**Notebook page: how density gradients open the gap of BaTiO$_3$**

How much of a calculated band gap depends on the density functional, if no atom is allowed to move? In this tetragonal BaTiO$_3$ cell, only the functional and, for LDA, the matching potentials change. Two gaps are listed. The "gap on path" is the smallest energy between filled and empty bands along the band path, while the "direct gap on path" compares states of the same wavevector. The task is to fill in the PBE and revPBE rows by reasoning from the others.

VASP 6.6.1, plane-wave Kohn-Sham DFT with PAW potentials for tetragonal BaTiO$_3$ (P4mm, 5 atoms) at one fixed geometry, without spin polarisation or spin-orbit coupling. The plane-wave cutoff is 520 eV, the k mesh for the density 7×7×7 and the smearing width 0.05 eV. The band path is G–X–M–G–Z–R–A–Z, X–R and M–A, where G is the zone centre.

| functional | potentials | gap on path (eV) | direct gap on path (eV) |
| --- | --- | --- | --- |
| LDA | VASP PAW LDA potentials, recommended | 1.681 | 1.972 |
| PBE | VASP PAW PBE potentials, recommended | ? | ? |
| PBEsol | VASP PAW PBE potentials, recommended | 1.726 | 2.018 |
| revPBE | VASP PAW PBE potentials, recommended | ? | ? |
| RPBE | VASP PAW PBE potentials, recommended | 1.808 | 2.097 |
| BLYP | VASP PAW PBE potentials, recommended | 1.794 | 2.077 |

The PBEsol and RPBE band runs used Gaussian smearing; at gaps this wide the difference from Fermi-Dirac occupations is negligible.

LDA treats each small region as part of a uniform electron gas, and it gives the smallest gap of the four known rows. The other functionals also take account of how steeply the density varies. The increase is uneven: PBEsol lies only 0.045 eV above LDA, but RPBE lies another 0.082 eV above PBEsol. A useful model has to explain why the first step is the smaller one.

The steepness is measured by the reduced gradient $s=|\nabla n|/(2k_F n)$, where $n$ is the electron density and $k_F=(3\pi^2n)^{1/3}$. In the PBE family a gradient strengthens exchange, but it also weakens correlation, so the two corrections oppose each other. A simpler system shows the idea: an electron gas with a faint, slow ripple in its density. For PBE the two corrections cancel there, and the gas responds as it does in LDA. The analogy ends at steeper gradients, such as those around the ions of an oxide, where exchange wins.

The functionals differ in how far exchange wins. PBEsol lets exchange grow more slowly with $s$ than PBE does. revPBE starts like PBE but has a higher ceiling, whereas RPBE keeps PBE's ceiling and approaches it sooner. PBE, revPBE and RPBE share the same correlation, so among these three any additional exchange counts in full.

To turn this into numbers, let $x$ be the gain in exchange and $c$ the opposing loss in correlation, both as fractions of the uniform-gas exchange energy. I evaluate them at one representative valence point, $s=1.25$ at an electron-gas radius of 1.5 bohr. This point is a rough choice, made with the known gaps in view. The gap is then taken as a straight line in the net factor:

$$E_g=a+b\,(x-c).$$

The constants $a$ and $b$ come from a least-squares fit to LDA, PBEsol and RPBE. For PBEsol, correlation takes back about seven tenths of the exchange gain; for RPBE it takes back less than half. This would account for the small first step, although LDA's separate potentials may also contribute to it. BLYP is left out of the fit because its correlation is built differently.

PBE was not part of the fit, and its estimate runs as follows. The exchange gain of 0.2404 less the correlation loss of 0.1267 leaves a net factor of 0.1137. Hence

$$E_g\approx1.684+0.8217\times0.1137\approx1.777\ \text{eV}.$$

For the direct gap I add the mean difference between the two gaps in the known rows, about 0.29 eV. Both gaps end at the same empty state, at the zone centre, so that state drops out of the difference. What remains is how far the highest filled level there lies below the top of the filled bands, and in the known rows this barely changes with the functional. The forecasts are:

- **PBE:** gap $1.777\pm0.02$ eV, direct gap $2.066\pm0.02$ eV.
- **revPBE:** gap $1.801\pm0.01$ eV, direct gap $2.090\pm0.01$ eV.

The gap should rise in the order PBEsol, PBE, revPBE, RPBE, with the last step about 0.007 eV, which is within the error bar. The ranges are judgements, guided by moving the representative point. With the line simply drawn from LDA to RPBE, taking $s$ as 0.75 or 2 gives 1.783 or 1.770 eV for PBE, but leaves revPBE near 1.80 eV. revPBE has the narrower range because its exchange stays close to that of RPBE, whose gap is known.

The withheld rows as computed:

| functional | potentials | gap on path (eV) | direct gap on path (eV) |
| --- | --- | --- | --- |
| PBE | VASP PAW PBE potentials, recommended | 1.771 | 2.062 |
| revPBE | VASP PAW PBE potentials, recommended | 1.798 | 2.089 |

All four values fall within their ranges, and the order is as forecast. The last step, from revPBE to RPBE, is 0.010 eV, a little more than the 0.007 eV forecast and as large as the error bar. The PBE gap was set too high by 0.006 eV and the revPBE gap by 0.003 eV. For the direct gaps the forecasts were too high by 0.004 eV for PBE and by less than 0.001 eV for revPBE. The PBE miss is about the size of the shifts caused by moving $s$, and the revPBE miss is no larger than the typical misfit of the fitted rows, about 0.003 eV, so I give them no separate physical cause. When each fitted row is left out in turn, the typical error is about 0.015 eV. Leaving out LDA or RPBE makes the line extrapolate, whereas PBE and revPBE lie between fitted rows, so smaller misses are expected for them. Still, three fitted rows are too few to promise agreement this close.

The spacing between the two new rows tests the slope of the line more directly than either value alone. The computed gap rises by 0.027 eV from PBE to revPBE, and the model gives 0.023 eV. A line in exchange alone, fitted to the same three rows, gives only 0.013 eV. That line ignores the correlation loss between LDA and the gradient functionals, and so it underrates additional exchange when correlation stays the same. At this representative point the comparison favours the balance of exchange and correlation, but the support is weak: with $s$ at 0.75 or 2 the model's own spacing becomes 0.018 or 0.032 eV, and both lines would have placed the two gaps within the stated ranges.

The band edges narrow the question without settling it. From PBEsol to RPBE, with the same potentials, the top of the filled bands rises by 0.29 eV and the bottom of the empty bands by 0.37 eV. The common part of the rise depends on the energy zero; the difference of 0.08 eV is the change in the gap. Only that difference has a meaning of its own, so these numbers can't say which edge is responsible. In BaTiO$_3$ the filled edge is known to be mainly O 2p and the empty edge mainly Ti 3d, so what grows is the distance between these two kinds of state. The net factor can't say why. It measures energy, whereas a level responds to the potential, which is the change in energy when a little density is added at each place. That depends on how the density curves as well as on how steep it is. Comparing the potentials of two functionals where the O 2p and Ti 3d states lie would be the way to find the cause.

BLYP marks the edge of the model. Combining its exchange with PBE correlation, as a stand-in for its own, gives a gap 0.011 eV below the computed one. That is a larger miss than for either new row. But BLYP's exchange also has a form of its own, so this one row can't show whether the different correlation is the cause.

Changing from LDA to RPBE widens the gap by 0.127 eV, whereas the smallest gap in every row falls more than 1 eV short of the measured value, which I recall as roughly 3 eV. Spin-orbit coupling, thermal motion and relaxation of the atoms are absent and would shift the result, but most of the shortfall is the well-known underestimate of gaps by functionals of this kind. The larger gap is therefore no reason to choose RPBE. A gap near the measured one calls for a method beyond this family, such as a hybrid functional or a GW calculation. The printed analysis below gives both fits and the estimates at other gradients.

Output of the analysis:

```
fit of gap_on_path on 3 rows (form < 2): constant 1.684 +/- 0.0044, coefficient of net 0.8217 +/- 0.048; rms 0.00307, worst PBEsol -0.00423, leave-one-out rms 0.0145
  rows outside the fit (model, value, miss): PBE 1.777, 1.771, 0.00641; revPBE 1.801, 1.798, 0.00281; BLYP 1.783, 1.794, -0.0106
fit of gap_on_path on 3 rows (form < 2): constant 1.673 +/- 0.02, coefficient of fx 0.4478 +/- 0.11; rms 0.0121, worst PBEsol 0.0171, leave-one-out rms 0.0455
  rows outside the fit (model, value, miss): PBE 1.781, 1.771, 0.0101; revPBE 1.794, 1.798, -0.00415; BLYP 1.784, 1.794, -0.00962
Gradient factors and direct gap:
     row  exchange  opposing correlation      net  direct minus path gap (eV)  direct gap predicted (eV)  miss (eV)
     LDA         0                     0        0                       0.291                      1.973  0.0007051
     PBE    0.2404                0.1267   0.1137                       0.291                      2.066   0.004156
  PBEsol    0.1556                0.1096  0.04602                       0.292                      2.011  -0.007482
  revPBE    0.2689                0.1267   0.1422                       0.291                       2.09  0.0005602
    RPBE    0.2792                0.1267   0.1525                       0.289                      2.098   0.001027
    BLYP    0.2478                0.1267   0.1211                       0.283                      2.072  -0.004812
PBE gap predicted at s of 0.75 (eV): 1.783
PBE gap predicted at s of 2 (eV): 1.77
revPBE gap predicted at s of 0.75 (eV): 1.801
revPBE gap predicted at s of 2 (eV): 1.802
gap rise LDA to RPBE (eV): 0.127
gap rise LDA to PBEsol (eV): 0.045
gap rise PBEsol to RPBE (eV): 0.082
```
